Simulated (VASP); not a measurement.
Au, 2 atoms in the cell. It takes space group Fd-3m (No. 227, cubic). The conventional cell has a = 6.024 Å, b = 6.024 Å, c = 6.024 Å, α = 90.00°, β = 90.00°, γ = 90.00°. Au (site symmetry -43m) has 4 Au at 2.61 Å as nearest neighbours. The cell was built by a generator and needn't be a form met in nature.

```yaml
Program: VASP 6.6.1
Task: single point
Functional: PBEsol
Potentials_or_basis: VASP PAW PBE potentials, release 64 (Au)
Cutoff: 520 eV
k_mesh: 10 × 10 × 10
Occupations: fermi-dirac, width 0.1 eV
Spin: no spin polarisation
Dipole_correction: no
Further_INCAR_settings: ALGO = Normal; EDIFF = 1e-07; NBANDS = 18
```

Potentials or basis: VASP PAW PBE potentials, release 64 (Au).

Command:

```console
$ cat potpaw_PBE.64/Au/POTCAR > POTCAR
$ mpirun -np 1 vasp_std > vasp.out
```

Hardware: 1 thread of Intel(R) Xeon(R) 6975P-C (Granite Rapids), with other jobs on the host.

Task: Estimate the wall time of this run.

Result: Wall time 11 s on 1 thread of Intel(R) Xeon(R) 6975P-C (Granite Rapids), on a shared host, peak memory 0.19 GiB. Counts: scf iterations 11, k points 47.
